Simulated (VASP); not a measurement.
# BaTe (Pm-3m) in VASP: settings compared, part 2 of 2

VASP 6.6.1. The steps go on from the part before.

### 3 Single point, HSE06

POSCAR

```
BaTe
1.0
    4.2448181569      0.0000000000      0.0000000000
    0.0000000000      4.2448181569      0.0000000000
    0.0000000000      0.0000000000      4.2448181569
Ba Te
1 1
Direct
    0.0000000000      0.0000000000      0.0000000000
    0.5000000000      0.5000000000      0.5000000000
```

INCAR.step1

```
SYSTEM = BaTe
ALGO = Normal
EDIFF = 1E-5
ENCUT = 520
GGA = PE
ISIF = 2
ISMEAR = 0
LASPH = .True.
LCHARG = .False.
LREAL = .False.
LWAVE = .True.
NBANDS = 15
NELM = 100
PREC = Accurate
SIGMA = 0.01
```

INCAR.step2

```
SYSTEM = BaTe
ALGO = Normal
EDIFF = 1E-6
ENCUT = 520
GGA = PE
HFSCREEN = 0.2079
ISIF = 2
ISMEAR = 0
ISTART = 1
LASPH = .True.
LCHARG = .False.
LHFCALC = .True.
LREAL = .False.
LWAVE = .False.
NBANDS = 15
NELM = 100
PREC = Accurate
PRECFOCK = Normal
SIGMA = 0.01
```

KPOINTS

```
k-points
0
Gamma
  4 4 4
  0 0 0
```

Potentials or basis: VASP PAW PBE potentials, release 64 (Ba_sv, Te).

Command:

```bash
$ cat potpaw_PBE.64/Ba_sv/POTCAR potpaw_PBE.64/Te/POTCAR > POTCAR
$ cp INCAR.step1 INCAR
$ mpirun -np 1 vasp_std > vasp.out
$ cp INCAR.step2 INCAR
$ mpirun -np 1 vasp_std > vasp.out
```

OUTCAR:

```text
SYSTEM = BaTe
   EDIFF = 1E-6
   ENCUT = 520
   GGA = PE
   HFSCREEN = 0.2079
   ISIF = 2
   ISMEAR = 0
   ISTART = 1
   LASPH = .True.
   LHFCALC = .True.
   LREAL = .False.
   NELM = 100
   PREC = Accurate
   PRECFOCK = Normal

 ion  position               nearest neighbor table
   1  0.000  0.000  0.000-   2 3.68   2 3.68   2 3.68   2 3.68   2 3.68   2 3.68   2 3.68   2 3.68

   2  0.500  0.500  0.500-   1 3.68   1 3.68   1 3.68   1 3.68   1 3.68   1 3.68   1 3.68   1 3.68

  LATTYP: Found a simple cubic cell.
 ALAT       =     4.2448181569

  Lattice vectors:

 A1 = (   4.2448181569,   0.0000000000,   0.0000000000)
 A2 = (   0.0000000000,   4.2448181569,   0.0000000000)
 A3 = (   0.0000000000,   0.0000000000,   4.2448181569)

Analysis of symmetry for initial positions (statically):
=====================================================================
 Subroutine PRICEL returns:
 Original cell was already a primitive cell.

 Routine SETGRP: Setting up the symmetry group for a
 simple cubic supercell.

 Subroutine GETGRP returns: Found 48 space group operations
 (whereof 48 operations were pure point group operations)
[... 173 lines left out ...]
      6       3.0578      2.00000
      7       3.0578      2.00000
      8       3.0578      2.00000
      9       4.9189      0.00000
     10       4.9189      0.00000
     11       6.6126      0.00000
     12       8.9679      0.00000
     13       8.9679      0.00000
     14       8.9679      0.00000
[... 149 lines left out ...]
      2     -10.9130      2.00000
      3     -10.9130      2.00000
      4     -10.9130      2.00000
      5      -6.7748      2.00000
      6       0.2812      2.00000
      7       0.2812      2.00000
      8       0.2812      2.00000
      9       9.0057      0.00000
     10       9.0057      0.00000
     11       9.0057      0.00000
     12      10.8908      0.00000
     13      10.8908      0.00000
     14      10.8913      0.00000
     15      10.9806      0.00000

------------------------ aborting loop because EDIFF is reached ----------------------------------------

  FORCE on cell =-STRESS in cart. coord.  units (eV):
  Direction    XX          YY          ZZ          XY          YZ          ZX
  --------------------------------------------------------------------------------------
  -------------------------------------------------------------------------------------
  Total        0.0033803      0.0033803      0.0033803      0.0000000     -0.0000000     -0.0000000
  in kB        0.0708093      0.0708093      0.0708093      0.0000000     -0.0000000     -0.0000000
  external PRESSURE =       0.0708093 kB  Pullay stress =       0.0000000 kB

 VOLUME and BASIS-vectors are now :
 -----------------------------------------------------------------------------
  energy-cutoff  :      520.00
  volume of cell :       76.49
      direct lattice vectors                 reciprocal lattice vectors
     4.244818157  0.000000000  0.000000000     0.235581352  0.000000000  0.000000000
     0.000000000  4.244818157  0.000000000     0.000000000  0.235581352  0.000000000
     0.000000000  0.000000000  4.244818157     0.000000000  0.000000000  0.235581352

 POSITION                                       TOTAL-FORCE (eV/Angst)
 -----------------------------------------------------------------------------------
      0.00000      0.00000      0.00000         0.000000      0.000000      0.000000
      2.12241      2.12241      2.12241         0.000000      0.000000      0.000000
 -----------------------------------------------------------------------------------
    total drift:                                0.000000      0.000000      0.000000

  FREE ENERGIE OF THE ION-ELECTRON SYSTEM (eV)
  ---------------------------------------------------
  free  energy   TOTEN  =        -9.4259097092 eV

  energy  without entropy=       -9.4259097092  energy(sigma->0) =       -9.42590971
```

Wall time 3.1 min (1 thread of Intel Xeon 6975P-C (Granite Rapids), shared host); peak memory 0.29 GiB.

What came out:

```yaml
Free_energy: -9.4259 eV
Pressure: 0.0 GPa
Band_gap_on_the_k_mesh: 1.44 eV, indirect (least direct gap 1.65 eV)
```

Caveat: the PAW data sets were made with another functional, which shifts forces and pressure a little; spin-orbit coupling is left out, which moves the levels of the heavy elements. A k mesh can miss the band edges.
